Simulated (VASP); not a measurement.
Br, 4 atoms in the cell. The structure is orthorhombic, space group Cmce (No. 64). The conventional cell has a = 4.926 Å, b = 3.308 Å, c = 7.595 Å, α = 90.00°, β = 90.00°, γ = 90.00°. Br (site symmetry m) is surrounded by 3 Br at 2.31 to 2.53 Å. 

- Program: VASP 6.6.1
- Task: relaxation of cell and atoms
- Functional: r2SCAN
- Potentials or basis: VASP PAW PBE potentials, release 64 (Br)
- Cutoff: 600 eV
- k mesh: 10 × 10 × 4
- Occupations: gaussian, width 0.03 eV
- Spin: no spin polarisation
- Target pressure: 72 GPa
- Further INCAR settings: ALGO = Normal; EDIFF = 1e-07; IBRION = 2; EDIFFG = -0.005; NSW = 90; ISIF = 3
- Target pressure: 72 GPa

Potentials or basis: VASP PAW PBE potentials, release 64 (Br).

Run with:

```bash
$ cat potpaw_PBE.64/Br/POTCAR > POTCAR
$ mpirun -np 1 vasp_std > vasp.out
```

Hardware: 1 thread of Intel(R) Xeon(R) Platinum 8488C (Sapphire Rapids), with other jobs on the host.

Task: How long does it take, and how much memory?

Result: Run time: 9.8 min on 1 thread of Intel(R) Xeon(R) Platinum 8488C (Sapphire Rapids) (shared host), peak memory 0.26 GiB. Counts: scf iterations 37, k points 93, ion steps 3.
